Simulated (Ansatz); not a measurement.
Reactions of `CC=C[NH][AlH2]`.

Gas-phase electronic energies from Ansatz, PBE0-D4/def2-TZVP geometries. CCSD(T)/CBS adds triple-zeta CCSD(T) − MP2 to the extrapolated MP2 energy (def2 sets, frozen cores). This one scheme is used for every species. Double bonds are as drawn, so ΔE can hold a change between cis and trans. Functionals use def2-TZVPP. For Ga outer-core shells are correlated without core-valence functions, which leaves a few kJ/mol of doubt a bond. Scalar relativity is left out up to krypton. One conformer a species, not always the lowest.

| reaction | PBE-D4 (kJ/mol) | CCSD/CBS(def2) (kJ/mol) |
| --- | --- | --- |
| `C/C=C\[NH][AlH2]` + `N=C(N)O` → `N/C(O)=[N]\[AlH2]` + `C/C=C/N` | -8 | -5 |
| `C/C=C\[NH][AlH2]` + H₂ → `C=CC` + `[NH2][AlH2]` | -49 | -71 |
| `C/C=C\[NH][AlH2]` + `O[Si](O)(O)O` → `O[Si](O)(O)[O][AlH2]` + `C/C=C/N` | -49 | -59 |
| `C/C=C\[NH][AlH2]` + `OP[SiH3]` → `O[P]([AlH2])[SiH3]` + `C/C=C/N` | 47 | 64 |
| `C/C=C\[NH][AlH2]` + `[OH][GaH2]` → `[AlH2][O][GaH2]` + `C/C=C/N` | -40 | -50 |
| `C/C=C\[NH][AlH2]` + H₂S → `C/C=C/S` + `[NH2][AlH2]` | -1 | -3 |
| `C/C=C\[NH][AlH2]` + `N[SiH2][SiH3]` → `[AlH2][NH][SiH2][SiH3]` + `C/C=C/N` | -3 | -4 |

(1) Give the CCSD(T)/CBS values in the same order. (Best estimate.)

Largest T1 diagnostic: 0.015, for `[OH][GaH2]`.

Results:

(1) The calculation gave: -3, -65, -56, 62, -47, -4, -4 kJ/mol.
